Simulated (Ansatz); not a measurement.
# CaS, pressure series

Consider CaS in the rock salt structure (space group Fm-3m, No. 225; a = 5.633 Å).

Cell and atoms are relaxed at each pressure.

All numbers come from PBEsol in Ansatz (plane waves to 420 eV, PAW, no spin-orbit coupling).

| pressure (GPa) | band gap (eV) |
|---|---|
| -2 | 2.24 |
| -1 | 2.20 |
| 0 | 2.16 |
| 0.7 | 2.13 |
| 1.5 | 2.10 |
| 3 | ? |
| 5 | 1.96 |
| 7.5 | 1.87 |
| 10 | 1.78 |

**Question.** Fit E_g = E₀ + αP + βP² to the rows shown and predict the withheld row.

**Answer.** Least squares on the printed values gives E₀ = 2.16 eV, α = -40.7 meV/GPa, β = 0.28 meV/GPa² (largest residual 0.00 eV); this predicts 2.04 eV, and the run gives 2.04 eV, in agreement.

Load acts through the strain it causes; cell and atoms are relaxed under it. Whether these cells are dynamically stable was not tested. No other phases were tried under pressure.

Ansatz is a program for electronic structure.
